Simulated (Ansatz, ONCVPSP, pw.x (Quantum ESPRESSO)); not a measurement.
# What a changed setting does to a pw.x run (bcc As)

Potential: optimised norm-conserving Vanderbilt (ONCV), ONCVPSP 4.0.1.1 (patched build), PBE; core [Ar] 3d10, reference 4s2 4p3; waves: 4s: rc 1.80 bohr, ncon 4, nbas 7, qcut 3.1 1/bohr, 2 projectors, debl 3.4 Ha; 4p: rc 2.10 bohr, ncon 4, nbas 7, qcut 3.2 1/bohr, 1 projector; d scattering state at 0.31 Ha: rc 1.80 bohr, ncon 3, nbas 8, qcut 6.4 1/bohr, local; local part: the d channel; core correction: none.

The reference run (k-mesh 14³, cutoffs 90/360 Ry, Fermi–Dirac 0.01 Ry, mixing_beta 0.4, conv_thr 1e-9, no spin) gives 0.41 GPa at 19.100 Å³/atom, where all-electron LAPW gives -0.22 GPa. This run, with its own iteration cap, changes degauss to 0.005.

```
&control
  calculation='scf', prefix='x', pseudo_dir='./', outdir='./tmp', tstress=.true., disk_io='none'
/
&system
  ibrav=0, nat=1, ntyp=1, ecutwfc=90, ecutrho=360, nbnd=9,
  occupations='smearing', smearing='fd', degauss=0.005
/
&electrons
  conv_thr=1e-09, mixing_beta=0.4, electron_maxstep=60
/
ATOMIC_SPECIES
As 1.0 As.UPF
CELL_PARAMETERS angstrom
  -1.68393165 1.68393165 1.68393165
  1.68393165 -1.68393165 1.68393165
  1.68393165 1.68393165 -1.68393165
ATOMIC_POSITIONS crystal
As 0.0000 0.0000 0.0000
K_POINTS automatic
14 14 14 0 0 0
```

```bash
pw.x < As.scf.in > As.scf.out
```

Q: How does the run end?

A: It converges in 7 iterations; the free energy moves by +11.0 meV/atom and the pressure by -0.19 GPa. In a metal, with Fermi–Dirac smearing, F lies below its zero-width value by a term in the square of the width.

```
Message from routine setup:
     using ibrav=0 with symmetry is DISCOURAGED, use correct ibrav instead
     lattice parameter (alat)  =       5.5117  a.u.
     unit-cell volume          =     128.8932 (a.u.)^3
     number of electrons       =         5.00
     number of Kohn-Sham states=            9
     kinetic-energy cutoff     =      90.0000  Ry
     charge density cutoff     =     360.0000  Ry
     scf convergence threshold =      1.0E-09
     Exchange-correlation= PBE
     number of k points=   104  Fermi-Dirac smearing, width (Ry)=  0.0050
     iteration #  1     ecut=    90.00 Ry     beta= 0.40
     c_bands:  1 eigenvalues not converged
     total energy              =     -12.61734431 Ry
     estimated scf accuracy    <       0.00123745 Ry
     iteration #  2     ecut=    90.00 Ry     beta= 0.40
     total energy              =     -12.61734104 Ry
     estimated scf accuracy    <       0.00038422 Ry
     iteration #  3     ecut=    90.00 Ry     beta= 0.40
     total energy              =     -12.61736624 Ry
     estimated scf accuracy    <       0.00000402 Ry
     iteration #  4     ecut=    90.00 Ry     beta= 0.40
     total energy              =     -12.61736767 Ry
     estimated scf accuracy    <       0.00000005 Ry
     iteration #  5     ecut=    90.00 Ry     beta= 0.40
     total energy              =     -12.61736777 Ry
     estimated scf accuracy    <       0.00000001 Ry
     iteration #  6     ecut=    90.00 Ry     beta= 0.40
     total energy              =     -12.61736778 Ry
     estimated scf accuracy    <          8.8E-09 Ry
     iteration #  7     ecut=    90.00 Ry     beta= 0.40
     the Fermi energy is     8.8490 ev
!    total energy              =     -12.61736778 Ry
     estimated scf accuracy    <          9.3E-11 Ry
     smearing contrib. (-TS)   =      -0.00050013 Ry
     The total energy is F=E-TS. E is the sum of the following terms:
     one-electron contribution =       4.52552063 Ry
     hartree contribution      =       0.27226721 Ry
     xc contribution           =      -3.11924594 Ry
     ewald contribution        =     -14.29540955 Ry
     convergence has been achieved in   7 iterations
          total   stress  (Ry/bohr**3)                   (kbar)     P=        2.22
     Message from routine punch:
     Nothing written, as per user request (disk_io='none')
```

The run took about 8.9 s on one core of a shared host (AMD EPYC 9R45, 96 threads, 742 GiB, load 28).
